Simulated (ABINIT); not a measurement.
# Si (P6_3/mmc) in ABINIT: a series of runs

One crystal, Si, is run at these levels: TB-mBJ, LDA; tasks: band structure.

Everything below comes from runs of ABINIT 10.8.3 (patched build). Logs are shortened: lines on timing, memory, paths and dates and some standing lists are left out, and cuts for length are marked. The log counts tension as positive stress, the text compression.

## 1. Starting point

Symmetry: P6_3/mmc, No. 194, hexagonal system. Conventional cell: a = 3.831 Å, b = 3.831 Å, c = 6.333 Å, α = 90.00°, β = 90.00°, γ = 120.00°. Si (site symmetry 3m) is surrounded by 4 Si at 2.35 to 2.37 Å.

This isn't the form of Si at room conditions, which is diamond.

## 2. Band structure, TB-mBJ

run.abi

```
# Datasets: ground state, then fixed potential
ndtset 2

# Pseudopotentials
pp_dirpath "./"
pseudos "Si.hgh"

# Structure
acell 3.8313174605 3.8313174606 6.3326220002 Angstrom
rprim
     1.0000000000     0.0000000000     0.0000000000
    -0.5000000000     0.8660254038     0.0000000000
     0.0000000000     0.0000000000     1.0000000000
ntypat 1
znucl 14
natom 4
typat 1 1 1 1
xred
     0.6666666667     0.3333333333     0.9369905000
     0.3333333333     0.6666666667     0.4369905000
     0.6666666667     0.3333333333     0.5630095000
     0.3333333333     0.6666666667     0.0630095000

# Plane-wave basis
ecut 22.0

# Exchange and correlation
ixc -208012
usekden 1

# Bands and occupations
occopt 3
tsmear 0.05 eV

# SCF cycle
nstep 100
diemix 0.3
optforces 0
optstress 0

# Output
iomode 3
prtwf 0
prteig 0
prtebands 0
prtden1 1
prtkden1 1

# Dataset 1
kptopt1 1
ngkpt1 8 8 4
nshiftk1 1
shiftk1 0.0 0.0 0.0
nband1 12
tolvrs1 1.0e-9

# Dataset 2: bands along G-M-K-G-A-L-H-A
iscf2 -2
getden2 1
getkden2 1
nband2 18
nbdbuf2 4
tolwfr2 1.0e-11
kptopt2 -7
ndivsm2 5
prteig2 1
prtvol2 -3
kptbounds2
     0.0000000000     0.0000000000     0.0000000000
     0.5000000000     0.0000000000     0.0000000000
     0.3333333333     0.3333333333     0.0000000000
     0.0000000000     0.0000000000     0.0000000000
     0.0000000000     0.0000000000     0.5000000000
     0.5000000000     0.0000000000     0.5000000000
     0.3333333333     0.3333333333     0.5000000000
     0.0000000000     0.0000000000     0.5000000000
```

Potentials or basis: HGH LDA.

The run is started by

```
> abinit run.abi > log 2>&1
```

run.abo:

```text
.Version 10.8.3 of ABINIT
 DATASET    1 : space group P6_3/m m c (#194); Bravais hP (primitive hexag.)
================================================================================
 Values of the parameters that define the memory need for DATASET  1.
     intxc =       0    ionmov =       0      iscf =       7    lmnmax =       3
     lnmax =       3     mgfft =      54  mpssoang =       2    mqgrid =    3001
     natom =       4  nloc_mem =       1    nspden =       1   nspinor =       1
    nsppol =       1      nsym =      24    n1xccc =       0    ntypat =       1
    occopt =       3   xclevel =       2
       mpw =        2699          nfft =       55296          nkpt =          30
================================================================================
================================================================================

 DATASET    2 : space group P6_3/m m c (#194); Bravais hP (primitive hexag.)
================================================================================
 Values of the parameters that define the memory need for DATASET  2.
     intxc =       0    ionmov =       0      iscf =      -2    lmnmax =       3
     lnmax =       3     mgfft =      54  mpssoang =       2    mqgrid =    3001
     natom =       4  nloc_mem =       1    nspden =       1   nspinor =       1
    nsppol =       1      nsym =      24    n1xccc =       0    ntypat =       1
    occopt =       3   xclevel =       2
       mpw =        2710          nfft =       55296          nkpt =          60
================================================================================
================================================================================

--------------------------------------------------------------------------------
------------- Echo of variables that govern the present computation ------------
--------------------------------------------------------------------------------
 -outvars: echo values of preprocessed input variables --------
            acell      7.2401407018E+00  7.2401407019E+00  1.1966921239E+01 Bohr
              amu      2.80855000E+01
           diemix      3.00000000E-01
             ecut      2.20000000E+01 Hartree
           getden1          0
           getden2          1
          getkden1          0
          getkden2          1
             iscf1          7
             iscf2         -2
              ixc     -208012
           jdtset        1    2
           kptopt1          1
           kptopt2         -7
         kptrlatt        8    0    0      0    8    0      0    0    4
          kptrlen1     4.78676850E+01
          kptrlen2     3.00000000E+01
            natom           4
            nband1         12
            nband2         18
           nbdbuf1          0
[... 695 lines left out ...]
 ----iterations are completed or convergence reached----

 Mean square residual over all n,k,spin=   44.851E-13; max=  99.817E-13
 reduced coordinates (array xred) for    4 atoms
       0.666666666667      0.333333333333      0.936990500000
       0.333333333333      0.666666666667      0.436990500000
       0.666666666667      0.333333333333      0.563009500000
       0.333333333333      0.666666666667      0.063009500000

 cartesian coordinates (angstrom) at end:
    1      1.91565873023333     1.10600608363403     5.93360665427840
    2     -0.00000000003333     2.21201216726807     2.76729565417840
    3      1.91565873023333     1.10600608363403     3.56532634602160
    4     -0.00000000003333     2.21201216726807     0.39901534592160
 length scales=  7.240140701754  7.240140701942 11.966921239276 bohr
              =  3.831317460500  3.831317460600  6.332622000200 angstroms
 Eigenvalues (hartree) for nkpt=  60  k points:
 kpt#   1, nband= 18, wtk=  1.00000, kpt=  0.0000  0.0000  0.0000 (reduced coord)
  -0.19089   -0.10748   -0.00874    0.19174    0.19174    0.23115    0.24389    0.24389
   0.30791    0.33906    0.33906    0.35436    0.41005    0.41756    0.41756    0.47447
   0.47447    0.53066
 kpt#   2, nband= 18, wtk=  1.00000, kpt=  0.0500  0.0000  0.0000 (reduced coord)
  -0.18982   -0.10639   -0.00816    0.18291    0.18964    0.22982    0.23641    0.24206
   0.31512    0.33920    0.34243    0.35549    0.41275    0.42049    0.42153    0.46723
   0.47236    0.53727
 kpt#   3, nband= 18, wtk=  1.00000, kpt=  0.1000  0.0000  0.0000 (reduced coord)
  -0.18663   -0.10314   -0.00655    0.16222    0.18403    0.21739    0.22585    0.23709
   0.32152    0.34993    0.35151    0.35871    0.40705    0.43291    0.44058    0.45078
   0.46773    0.54790
 kpt#   4, nband= 18, wtk=  1.00000, kpt=  0.1500  0.0000  0.0000 (reduced coord)
  -0.18135   -0.09773   -0.00431    0.13746    0.17634    0.19240    0.21916    0.23017
   0.31690    0.36358    0.36386    0.37511    0.39805    0.43266    0.45048    0.46436
   0.46900    0.53172
 kpt#   5, nband= 18, wtk=  1.00000, kpt=  0.2000  0.0000  0.0000 (reduced coord)
[... 209 lines left out ...]
   0.35962    0.35962    0.36800    0.36800    0.41693    0.41693    0.47177    0.47177
   0.53235    0.53235
 kpt#  58, nband= 18, wtk=  1.00000, kpt=  0.0606  0.0606  0.5000 (reduced coord)
  -0.15743   -0.15743    0.09913    0.09913    0.18589    0.18589    0.20380    0.20380
   0.35387    0.35387    0.36815    0.36815    0.39423    0.39423    0.48923    0.48923
   0.54085    0.54088
 kpt#  59, nband= 18, wtk=  1.00000, kpt=  0.0303  0.0303  0.5000 (reduced coord)
  -0.16091   -0.16091    0.09930    0.09930    0.20447    0.20447    0.21046    0.21046
   0.34250    0.34250    0.37183    0.37183    0.37826    0.37826    0.50903    0.50903
   0.54765    0.54807
 kpt#  60, nband= 18, wtk=  1.00000, kpt=  0.0000  0.0000  0.5000 (reduced coord)
  -0.16208   -0.16208    0.09919    0.09919    0.21271    0.21271    0.21271    0.21271
   0.33578    0.33578    0.37363    0.37363    0.37363    0.37363    0.51858    0.51858
   0.54934    0.54934

== END DATASET(S) ==============================================================
================================================================================

 -outvars: echo values of variables after computation  --------
            acell      7.2401407018E+00  7.2401407019E+00  1.1966921239E+01 Bohr
           etotal1    -1.1759814661E+01
            fcart1     9.9999999999E+99  9.9999999999E+99  9.9999999999E+99
                       9.9999999999E+99  9.9999999999E+99  9.9999999999E+99
                       9.9999999999E+99  9.9999999999E+99  9.9999999999E+99
                       9.9999999999E+99  9.9999999999E+99  9.9999999999E+99
            rprim      1.0000000000E+00  0.0000000000E+00  0.0000000000E+00
                      -5.0000000000E-01  8.6602540380E-01  0.0000000000E+00
                       0.0000000000E+00  0.0000000000E+00  1.0000000000E+00
           strten1     9.9999999999E+99  9.9999999999E+99  9.9999999999E+99
                       9.9999999999E+99  9.9999999999E+99  9.9999999999E+99
           xangst      1.9156587302E+00  1.1060060836E+00  5.9336066543E+00
                      -3.3333085900E-11  2.2120121673E+00  2.7672956542E+00
                       1.9156587302E+00  1.1060060836E+00  3.5653263460E+00
                      -3.3333085900E-11  2.2120121673E+00  3.9901534592E-01
             xred      6.6666666667E-01  3.3333333333E-01  9.3699050000E-01
                       3.3333333333E-01  6.6666666667E-01  4.3699050000E-01
                       6.6666666667E-01  3.3333333333E-01  5.6300950000E-01
                       3.3333333333E-01  6.6666666667E-01  6.3009500000E-02
 Calculation completed.
```

It took 2 min on 1 thread of Intel Xeon 6975P-C (Granite Rapids), shared host; peak memory 0.12 GiB.

Results:

```yaml
Band_gap_on_the_k_mesh: 1.00 eV, indirect (least direct gap 1.74 eV)
Band_gap_along_the_path: 1.00 eV, indirect (least direct gap 1.74 eV)
Valence_electrons_inside_the_program's_atomic_spheres: Si 1.77 (radii [1.0584] Å)
```

Levels at the corners of the path, in eV from the valence-band top:
| point | band 5 | band 6 | band 7 | band 8 | band 9 | band 10 | band 11 | band 12 |
| --- | --- | --- | --- | --- | --- | --- | --- | --- |
| Γ | -1.42 | -0.35 | 0.00 | 0.00 | 1.74 | 2.59 | 2.59 | 3.01 |
| M | -4.37 | -2.86 | -2.71 | -1.32 | 1.00 | 2.96 | 3.31 | 3.64 |
| K | -4.86 | -3.32 | -3.32 | -3.09 | 1.40 | 5.52 | 5.84 | 5.84 |
| Γ | -1.42 | -0.35 | 0.00 | 0.00 | 1.74 | 2.59 | 2.59 | 3.01 |
| A | -0.85 | -0.85 | -0.85 | -0.85 | 2.50 | 2.50 | 3.53 | 3.53 |
| L | -2.26 | -2.26 | -2.24 | -2.24 | 1.53 | 1.53 | 2.21 | 2.21 |
| H | -4.17 | -4.17 | -1.85 | -1.85 | 2.17 | 2.17 | 4.08 | 4.08 |
| A | -0.85 | -0.85 | -0.85 | -0.85 | 2.50 | 2.50 | 3.53 | 3.53 |

Caveat: the constant c of TB-mBJ comes from the pseudo density here, which moves gaps by up to 0.3 eV between sets of potentials; the potentials were made for another functional, which shifts forces and pressure; HGH potentials are hard and often keep d shells in the core, so these values are rough.

## 3. Band structure, LDA

Edit run.abi of step 2 so:

```diff
@@ -5,10 +5,10 @@
 pp_dirpath "./"
-pseudos "Si.hgh"
+pseudos "Si.LDA_PW-JTH.xml"
 
 # Structure
-acell 3.8313174605 3.8313174606 6.3326220002 Angstrom
+acell 3*1.0
 rprim
-     1.0000000000     0.0000000000     0.0000000000
-    -0.5000000000     0.8660254038     0.0000000000
-     0.0000000000     0.0000000000     1.0000000000
+     7.2401406968     0.0000000000     0.0000000000
+    -3.6200703485     6.2701457705     0.0000000000
+     0.0000000000     0.0000000000    11.9669212312
 ntypat 1
@@ -24,7 +24,7 @@
 # Plane-wave basis
-ecut 22.0
+ecut 15.0
+pawecutdg 30.0
 
 # Exchange and correlation
-ixc -208012
-usekden 1
+ixc 7
 
@@ -32,3 +32,3 @@
 occopt 3
-tsmear 0.05 eV
+tsmear 0.00183747
 
@@ -36,5 +36,2 @@
 nstep 100
-diemix 0.3
-optforces 0
-optstress 0
 
@@ -45,4 +42,4 @@
 prtebands 0
+enunit 1
 prtden1 1
-prtkden1 1
 
@@ -59,3 +56,2 @@
 getden2 1
-getkden2 1
 nband2 18
```

Potentials or basis: JTH PAW LDA v2.0.

The run is started by

```
> abinit run.abi > log 2>&1
```

It took 46 s on 1 thread of Intel Xeon Platinum 8488C (Sapphire Rapids), shared host; peak memory 0.09 GiB.

Results (log left out):

```yaml
Free_energy: -437.4980 eV
Pressure: -2.1 GPa
Largest_force: 0.015 eV/Å
Band_gap_on_the_k_mesh: 0.32 eV, indirect (least direct gap 0.92 eV)
Band_gap_along_the_path: 0.32 eV, indirect (least direct gap 0.92 eV)
Valence_electrons_inside_the_program's_atomic_spheres: Si 1.56 (radii [1.0104] Å)
```

Forces on the atoms (eV/Å):
```
Si   0.000  0.000  0.015
Si   0.000  0.000  0.015
Si   0.000  0.000 -0.015
Si   0.000  0.000 -0.015
```

Levels at the corners of the path, in eV from the valence-band top:
```tsv
point	band 6	band 7	band 8	band 9	band 10	band 11
Γ	-0.35	0.00	0.00	0.92	1.97	1.97
M	-3.06	-3.02	-1.44	0.32	2.27	2.93
K	-3.60	-3.60	-3.35	0.74	5.30	5.30
Γ	-0.35	0.00	0.00	0.92	1.97	1.97
A	-0.93	-0.93	-0.93	1.71	1.71	2.96
L	-2.47	-2.43	-2.43	0.81	0.81	1.62
H	-4.52	-2.00	-2.00	1.49	1.49	3.53
A	-0.93	-0.93	-0.93	1.71	1.71	2.96
```

LDA gaps usually lie below the measured ones, often by a third to a half.
